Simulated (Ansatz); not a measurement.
## ZnO (4H polytype): zone-centre phonons and dielectric response

Perturbation theory with PBEsol in Ansatz on the PBEsol cell, ground state and force constants on a 9×9×2 mesh. Simulation only: spin-unpolarised, and no claim that this is the phase found in nature.

It is hexagonal, P6_3mc (No. 186); conventional cell a = 3.223 Å, c = 10.470 Å, 11.77 Å³ an atom. Zn has 4 O at 1.97 Å; O has 4 Zn at 1.97 Å.

```cif
data_structure
_symmetry_space_group_name_H-M 'P6_3mc'
_symmetry_Int_Tables_number 186
_cell_length_a 3.2226
_cell_length_b 3.2226
_cell_length_c 10.4701
_cell_angle_alpha 90.000
_cell_angle_beta 90.000
_cell_angle_gamma 120.000
_cell_volume 94.17
loop_
_atom_site_label
_atom_site_type_symbol
_atom_site_symmetry_multiplicity
_atom_site_Wyckoff_symbol
_atom_site_fract_x
_atom_site_fract_y
_atom_site_fract_z
_atom_site_occupancy
Zn1 Zn 2 a 0.00000 0.00000 0.99951 1
Zn2 Zn 2 b 0.33333 0.66667 0.24966 1
O1 O 2 a 0.00000 0.00000 0.18804 1
O2 O 2 b 0.33333 0.66667 0.43780 1
```

Optical modes without the longitudinal term:
```json
{"ω (cm⁻¹)": "64", "degeneracy": "2", "IR intensity, summed over the level ((D/Å)²/amu)": "0.00"}
{"ω (cm⁻¹)": "67", "degeneracy": "2", "IR intensity, summed over the level ((D/Å)²/amu)": "0.00"}
{"ω (cm⁻¹)": "86", "degeneracy": "2", "IR intensity, summed over the level ((D/Å)²/amu)": "0.00"}
{"ω (cm⁻¹)": "182", "degeneracy": "1", "IR intensity, summed over the level ((D/Å)²/amu)": "0.00"}
{"ω (cm⁻¹)": "183", "degeneracy": "1", "IR intensity, summed over the level ((D/Å)²/amu)": "0.00"}
{"ω (cm⁻¹)": "254", "degeneracy": "1", "IR intensity, summed over the level ((D/Å)²/amu)": "0.01"}
{"ω (cm⁻¹)": "376", "degeneracy": "1", "IR intensity, summed over the level ((D/Å)²/amu)": "33.29"}
{"ω (cm⁻¹)": "384", "degeneracy": "2", "IR intensity, summed over the level ((D/Å)²/amu)": "64.86"}
{"ω (cm⁻¹)": "401", "degeneracy": "2", "IR intensity, summed over the level ((D/Å)²/amu)": "0.00"}
{"ω (cm⁻¹)": "405", "degeneracy": "2", "IR intensity, summed over the level ((D/Å)²/amu)": "0.00"}
{"ω (cm⁻¹)": "420", "degeneracy": "2", "IR intensity, summed over the level ((D/Å)²/amu)": "0.13"}
{"ω (cm⁻¹)": "535", "degeneracy": "1", "IR intensity, summed over the level ((D/Å)²/amu)": "0.01"}
{"ω (cm⁻¹)": "536", "degeneracy": "1", "IR intensity, summed over the level ((D/Å)²/amu)": "0.00"}
{"ω (cm⁻¹)": "541", "degeneracy": "1", "IR intensity, summed over the level ((D/Å)²/amu)": "0.00"}
```

The zone-centre optical frequencies run from 64 to 541 cm⁻¹, none imaginary (the rest of the zone wasn't tested). The long-range field leaves the highest mode where it is. By the program's warning the force constants, and with them frequencies and ε⁰, aren't converged on this mesh. Of the real levels 5 are infrared active, the strongest at 384 cm⁻¹.

The electronic dielectric tensor ε∞ is 5.48 along x and y, 5.50 along z. With the ions relaxed, ε⁰ is 10.5 along x and y, 10.8 along z. Born charges, averaged over directions: Zn +2.13, O -2.14 e.

For comparison, on the r2SCAN cell the mean ε∞ is 4.44 with r2SCAN (ground state on 9×9×2; least gap 1.18 eV), 5.22 with PBE (ground state on 9×9×2; least gap 0.75 eV).
